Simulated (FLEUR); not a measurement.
The system is RbBr.

```
CELL_PARAMETERS angstrom
0.00000 3.42700 3.42700
3.42700 0.00000 3.42700
3.42700 3.42700 0.00000
ATOMIC_POSITIONS crystal
Rb 0.00000 0.00000 0.00000
Br 0.50000 0.50000 0.50000
```

Base run:

* Program: FLEUR MaX-R8.1 (later development tree)
* Functional: LDA
* Potentials or basis: all-electron
* Basis: FLAPW
* Kmax: 4.1 1/bohr
* k mesh: 7 × 7 × 7
* Occupations: fermi-dirac, width 0.05 eV
* Spin: no spin polarisation

Its results: band gap on the k mesh 3.95 eV, direct.

Problem. The run is repeated on the same cell with these changes: functional from LDA to PBEsol. What comes out?

Solution. Band gap on the k mesh 4.21 eV, direct.

Caveats: an odd mesh through Γ misses points on the zone boundary, where band edges often lie (some runs).
